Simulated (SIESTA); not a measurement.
Here is a SIESTA 5.4.2 calculation.

Contents of run.py:

```python
from ase.io import read
from ase.calculators.siesta import Siesta
from ase.units import Ry, GPa

atoms = read("Nd.xyz")

fdf = {
    'SCFMustConverge': False,
    'DM.InitSpin': ['  1   3.000'],
    'Spin.Fix': 'true',
    'Spin.Total': '1.00',
    'OccupationFunction': 'FD',
    'ElectronicTemperature': '0.05 eV',
    'MaxSCFIterations': '200',
    'SCF.Mixer.Method': 'Pulay',
    'SCF.Mixer.Weight': '0.1',
    'SCF.Mixer.History': '10',
    'SCF.DM.Tolerance': '5.0e-05',
    'SCF.H.Tolerance': '1.0e-03 eV',
    'WriteForces': 'true',
    'Charge.Mulliken': 'end',
    'SyntheticAtoms': ['1', '6 6 5 5', '2.0 0.0 1.0 0.0'],
    'PAO.Basis': ['Nd.1 5', 'n=5 0 2', '  3.944 0.000', 'n=6 0 2', '  9.500 0.000', 'n=5 1 2', '  4.687 0.000', 'n=6 1 1', '  9.500', 'n=5 2 2', '  8.412 0.000'],
}
calc = Siesta(
    label="Nd",
    command="siesta < PREFIX.fdf > PREFIX.out",
    pseudo_path="pseudos",
    pseudo_qualifier="",
    xc=('GGA', 'PBE'),
    basis_set="DZP",
    mesh_cutoff=800 * Ry,
    energy_shift=0.003 * Ry,
    kpts=[9, 9, 9],
    spin="collinear",
    fdf_arguments=fdf,
)
atoms.calc = calc

print(f"energy = {atoms.get_potential_energy():.6f} eV")
free = atoms.get_potential_energy(force_consistent=True)
print(f"free energy = {free:.6f} eV")
print("forces (eV/A):")
print(atoms.get_forces(apply_constraint=False).round(6))
print("stress (GPa, Voigt order, tension positive):", (atoms.get_stress() / GPa).round(4))
```

Nd.xyz

```xyz
1
Lattice="-2.0754700287 2.0754700287 2.0754700287 2.0754700287 -2.0754700287 2.0754700287 2.0754700287 2.0754700287 -2.0754700287" Properties=species:S:1:pos:R:3 pbc="T T T"
Nd     0.0000000000      0.0000000000      0.0000000000
```

Potentials or basis: PseudoDojo 3+ lanthanides (4f in the core) (PBE files), DZP (energy shift 0.003 Ry; two zetas on semicore shells).

Launch:

```console
$ python run.py
```

What does it give for the pressure?

0.5 GPa.

Caveat: the magnetic or orbital state may not be the lowest; the moment is held away from its start; the basis of atomic orbitals isn't converged, which shifts pressures, moduli and gaps; the total moment is fixed, so each spin has its own Fermi level. The state reached can hang on the start; a lower one may exist.
